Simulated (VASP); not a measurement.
Write the native input for VASP 6.6.1 that does the following.

```
Task                   : single point
Functional             : PBE
Potentials or basis    : VASP PAW PBE potentials, release 64 (W_sv, C)
Cutoff                 : 520 eV
k mesh                 : 10 × 10 × 6
Occupations            : fermi-dirac, width 0.05 eV
Spin                   : no spin polarisation
Further INCAR settings : ALGO = Normal; EDIFF = 1e-07; NBANDS = 23
```

The structure of W2C lies in POSCAR:

```
W2C
1.0
    3.0700456420      0.0000000000      0.0000000000
   -1.5350228210      2.6587375167      0.0000000000
    0.0000000000      0.0000000000      4.6784280000
W C
2 1
Direct
    0.6666666667      0.3333333333      0.2536690000
    0.3333333333      0.6666666667      0.7463310000
    0.0000000000      0.0000000000      0.0000000000
```

The cell comes from a database or a generator and needn't be the stable form of this composition.

One way to write it, as run:

INCAR

```
SYSTEM = W2C
ALGO     = Normal         ! electronic algorithm
EDIFF    = 1E-7           ! SCF threshold, eV
ENCUT    = 520            ! plane-wave cutoff, eV
GGA      = PE             ! functional
ISIF     = 2              ! what is computed and relaxed
ISMEAR   = -1             ! smearing method
LASPH    = .True.         ! aspherical terms in the spheres
LCHARG   = .True.         ! write CHGCAR
LELF     = .True.         ! ELF
LREAL    = .False.        ! projectors in reciprocal space
LVHAR    = .True.       
LWAVE    = .False.        ! write WAVECAR
NBANDS   = 23             ! bands
NELM     = 80             ! most SCF steps
PREC     = Accurate       ! precision mode
SIGMA    = 0.05           ! smearing width, eV
```

KPOINTS

```
k-points
0
Gamma
  10 10 6
  0 0 0
```

Potentials or basis: VASP PAW PBE potentials, release 64 (W_sv, C).

Launch:

```bash
$ cat potpaw_PBE.64/W_sv/POTCAR potpaw_PBE.64/C/POTCAR > POTCAR
$ mpirun -np 1 vasp_std > vasp.out
```

Results of the run:

- Pressure: -1.0 GPa
- Largest force: 0.054 eV/Å
- Band gap on the k mesh: none (metal or under the smearing width)

Wall time 29 s on 1 thread of AMD EPYC 9R45 (Zen 5), with other jobs on the host, peak memory 0.16 GiB.
